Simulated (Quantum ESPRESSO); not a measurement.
## BP (F-43m): phonon shifts against biaxial strain

Aim: strain and stress coefficients of the optical modes of BP (F-43m) under biaxial strain in the (001) plane.

Calculated with Quantum ESPRESSO 7.5; DFT LDA, scalar-relativistic, plane waves, JTH PAW pseudopotentials.

**1. The relaxed structure**

It takes space group F-43m (No. 216, cubic). The conventional cell has a = 4.490 Å, b = 4.490 Å, c = 4.490 Å, α = 90.00°, β = 90.00°, γ = 90.00°. B has 4 P at 1.94 Å nearest. Nearest to P lie 4 B at 1.94 Å. Farther neighbours are not listed.

Coordinates:

```
CELL_PARAMETERS angstrom
-2.24480 0.00000 2.24480
0.00000 2.24480 2.24480
-2.24480 2.24480 0.00000
ATOMIC_POSITIONS crystal
B 0.00000 0.00000 0.00000
P 0.25000 0.25000 0.25000
```

This is the cell after its relaxation at this level of theory, not the database cell from which that began.

**2. Strained cells**

The in-plane lattice vectors are held at a strain ε, as on a substrate; the length along z is set so that σ_zz vanishes; symmetry keeps the atoms on their sites. Modes are taken without the LO-TO term. Cutoff 50 Ry, k mesh 12×12×12.

From the response at ε = -0.03:

Output:

```text
[banners, grids, parts of the stress and lines that vanish by symmetry left out]
Program PHONON v.7.5
     Reading xml data from directory:

[...]
Exchange-correlation= PW
                           (   1   4   0   0   0   0   0)
[...]
kinetic-energy cut-off    =      50.0000  Ry
     charge density cut-off    =     400.0000  Ry
     convergence threshold     =      1.0E-18
[...]
Exchange-correlation= PW
                           (   1   4   0   0   0   0   0)
[...]
q = (   0.0000000   0.0000000   0.0000000 )
      9 Sym.Ops. (with q -> -q+G )
     G cutoff =  359.0288  (  19651 G-vectors)     FFT grid: ( 40, 40, 40)
     G cutoff =  179.5144  (   6959 G-vectors)  smooth grid: ( 27, 27, 27)
     number of k points=   163
[...]
Mode symmetry, D_2d (-42m) point group:
[...]
Dielectric constant
[...]
End of electric fields calculation
          Dielectric constant in cartesian axis
          (       9.025994523       0.000000000      -0.000000000 )
          (       0.000000000       9.025994523       0.000000000 )
          (      -0.000000000       0.000000000       9.691264438 )
          Effective charges (d Force / dE) in cartesian axis without acoustic sum rule applied (asr)
           atom    1  B     Mean Z*:       -0.78290
      Ex  (       -0.79474       -0.00000       -0.00000 )
      Ey  (       -0.00000       -0.79474       -0.00000 )
      Ez  (       -0.00000       -0.00000       -0.75922 )
           atom    2  P     Mean Z*:        0.77917
      Ex  (        0.79060        0.00000       -0.00000 )
      Ey  (       -0.00000        0.79060       -0.00000 )
      Ez  (        0.00000        0.00000        0.75630 )
          Effective charges Sum: Mean:       -0.00373
[...]
Effective charges (d Force / dE) in cartesian axis with asr applied:
           atom    1  B     Mean Z*:       -0.78103
[...]
atom    2  P     Mean Z*:        0.78103
[...]
Representation #   1 mode #   1
[...]
End of self-consistent calculation
     Convergence has been achieved
     Representation #   2 mode #   2
[...]
End of self-consistent calculation
     Convergence has been achieved
     Representation #   3 modes #   3   4
[...]
End of self-consistent calculation
     Convergence has been achieved
     Representation #   4 modes #   5   6
[...]
End of self-consistent calculation
     Convergence has been achieved
[...]
Dielectric constant in cartesian axis
          (       9.025994523       0.000000000      -0.000000000 )
          (       0.000000000       9.025994523       0.000000000 )
          (      -0.000000000       0.000000000       9.691264438 )
          Effective charges (d Force / dE) in cartesian axis without acoustic sum rule applied (asr)
           atom    1  B     Mean Z*:       -0.78290
      Ex  (       -0.79474       -0.00000       -0.00000 )
      Ey  (       -0.00000       -0.79474       -0.00000 )
      Ez  (       -0.00000       -0.00000       -0.75922 )
           atom    2  P     Mean Z*:        0.77917
      Ex  (        0.79060        0.00000       -0.00000 )
      Ey  (       -0.00000        0.79060       -0.00000 )
      Ez  (        0.00000        0.00000        0.75630 )
          Effective charges Sum: Mean:       -0.00373
[...]
Effective charges (d Force / dE) in cartesian axis with asr applied:
           atom    1  B     Mean Z*:       -0.78103
[...]
atom    2  P     Mean Z*:        0.78103
[...]
q = (    0.000000000   0.000000000   0.000000000 )
[...]
freq (    1) =      -0.014141 [THz] =      -0.471699 [cm-1]
     freq (    2) =      -0.014141 [THz] =      -0.471699 [cm-1]
     freq (    3) =      -0.010186 [THz] =      -0.339773 [cm-1]
     freq (    4) =      25.727427 [THz] =     858.174597 [cm-1]
     freq (    5) =      25.727427 [THz] =     858.174597 [cm-1]
     freq (    6) =      25.780492 [THz] =     859.944655 [cm-1]
[...]
Mode symmetry, D_2d (-42m) point group:
     freq (   1-   2) =         -0.5  [cm-1]   --> E    X_5  W_3   I+R
     freq (   3-   3) =         -0.3  [cm-1]   --> B_2  X_3  W_2   I+R
     freq (   4-   5) =        858.2  [cm-1]   --> E    X_5  W_3   I+R
     freq (   6-   6) =        859.9  [cm-1]   --> B_2  X_3  W_2   I+R

   JOB DONE.
```

The run at ε = 0.02 is held back.

```tsv
ε	ε_zz	σ_xx (GPa, tension positive)	singlet (cm⁻¹)	doublet (cm⁻¹)
-0.03	0.0140	-13.42	859.94	858.17
-0.02	0.0093	-8.63	846.69	846.36
-0.01	0.0046	-4.16	833.89	834.14
0	0.0000	0.03	821.37	821.37
0.01	-0.0048	3.93	809.40	808.33
0.02	-0.0095	7.56	held back	held back
0.03	-0.0143	10.94	786.53	780.94
```

**3. The fit**

Parabolas ω = ω₀ + a ε + b ε² through the other rows:

```tsv
mode	ω₀ (cm⁻¹)	a (cm⁻¹)	b (cm⁻¹)
singlet	821.4	-1224	2024
doublet	821.4	-1288	-2064
```

The biaxial modulus, the linear term of σ_xx, is 406 GPa, so the singlet mode moves by a/M = -3.0 cm⁻¹ a GPa of tensile stress. The ratio −ε_zz/ε near zero is 0.47. For ε = 0.02 the fits predict 797.75 and 794.84 cm⁻¹.

**4. The run that was held back**

Output:

```text
[banners, grids, parts of the stress and lines that vanish by symmetry left out]
[banner, memory and clock lines left out]
Program PHONON v.7.5

[...]
Exchange-correlation= PW
                           (   1   4   0   0   0   0   0)
[...]
kinetic-energy cut-off    =      50.0000  Ry
     charge density cut-off    =     400.0000  Ry
     convergence threshold     =      1.0E-18
[...]
Exchange-correlation= PW
                           (   1   4   0   0   0   0   0)
[...]
q = (   0.0000000   0.0000000   0.0000000 )
      9 Sym.Ops. (with q -> -q+G )
     G cutoff =  368.5614  (  21339 G-vectors)     FFT grid: ( 40, 40, 40)
     G cutoff =  184.2807  (   7551 G-vectors)  smooth grid: ( 27, 27, 27)
     number of k points=   163
[...]
Mode symmetry, D_2d (-42m) point group:
[...]
Dielectric constant
[...]
End of electric fields calculation
          Dielectric constant in cartesian axis
          (       9.397316671       0.000000000      -0.000000000 )
          (       0.000000000       9.397316671       0.000000000 )
          (      -0.000000000       0.000000000       8.953514771 )
          Effective charges (d Force / dE) in cartesian axis without acoustic sum rule applied (asr)
           atom    1  B     Mean Z*:       -0.53375
      Ex  (       -0.52296        0.00000        0.00000 )
      Ey  (        0.00000       -0.52296        0.00000 )
      Ez  (        0.00000        0.00000       -0.55532 )
           atom    2  P     Mean Z*:        0.53015
      Ex  (        0.51950       -0.00000        0.00000 )
      Ey  (       -0.00000        0.51950        0.00000 )
[...]
Convergence has been achieved
     Representation #   4 modes #   5   6
[...]
End of self-consistent calculation
     Convergence has been achieved
[...]
Dielectric constant in cartesian axis
          (       9.397316671       0.000000000      -0.000000000 )
          (       0.000000000       9.397316671       0.000000000 )
          (      -0.000000000       0.000000000       8.953514771 )
          Effective charges (d Force / dE) in cartesian axis without acoustic sum rule applied (asr)
           atom    1  B     Mean Z*:       -0.53375
      Ex  (       -0.52296        0.00000        0.00000 )
      Ey  (        0.00000       -0.52296        0.00000 )
      Ez  (        0.00000        0.00000       -0.55532 )
           atom    2  P     Mean Z*:        0.53015
      Ex  (        0.51950       -0.00000        0.00000 )
      Ey  (       -0.00000        0.51950        0.00000 )
      Ez  (       -0.00000       -0.00000        0.55146 )
          Effective charges Sum: Mean:       -0.00359
[...]
Effective charges (d Force / dE) in cartesian axis with asr applied:
           atom    1  B     Mean Z*:       -0.53195
[...]
atom    2  P     Mean Z*:        0.53195
[...]
q = (    0.000000000   0.000000000   0.000000000 )
[...]
freq (    1) =      -0.014774 [THz] =      -0.492803 [cm-1]
     freq (    2) =      -0.014774 [THz] =      -0.492803 [cm-1]
     freq (    3) =      -0.009820 [THz] =      -0.327551 [cm-1]
     freq (    4) =      23.828015 [THz] =     794.817026 [cm-1]
     freq (    5) =      23.828015 [THz] =     794.817026 [cm-1]
     freq (    6) =      23.916262 [THz] =     797.760638 [cm-1]
[...]
Mode symmetry, D_2d (-42m) point group:
     freq (   1-   2) =         -0.5  [cm-1]   --> E    X_5  W_3   I+R
     freq (   3-   3) =         -0.3  [cm-1]   --> B_2  X_3  W_2   I+R
     freq (   4-   5) =        794.8  [cm-1]   --> E    X_5  W_3   I+R
     freq (   6-   6) =        797.8  [cm-1]   --> B_2  X_3  W_2   I+R
```

It gives 797.76 and 794.82 cm⁻¹.

**5. Summary of results**

| Property | Result |
| --- | --- |
| strain coefficient of the singlet mode | -1224 cm⁻¹ |
| strain coefficient of the doublet mode | -1288 cm⁻¹ |
| biaxial modulus | 406 GPa |

**Reading.** One per cent of tensile strain moves the singlet mode of BP (F-43m) by -12.2 cm⁻¹ and the doublet mode by -12.9 cm⁻¹; the fits miss the run held back by up to 0.02 cm⁻¹. At 3 % strain the quadratic term is 5 % of the linear one for the singlet mode and 5 % for the doublet mode. In a polar crystal the line seen along z is the LO mode, whose shift differs. These are harmonic values at zero temperature, without the LO-TO term, for a homogeneous, dislocation-free layer.

[Host names and launcher messages were left out of these logs when they were recorded.]

[Logs are printed without paths, hosts, clocks, repeated set-up lines and the standing remarks that a program may print on its own settings, such as how far it seeks lower states.]

[Hosts, paths, dates, database ids (printed as entryN), source tags and the programs' standing remarks are cut or masked in the printed files.]
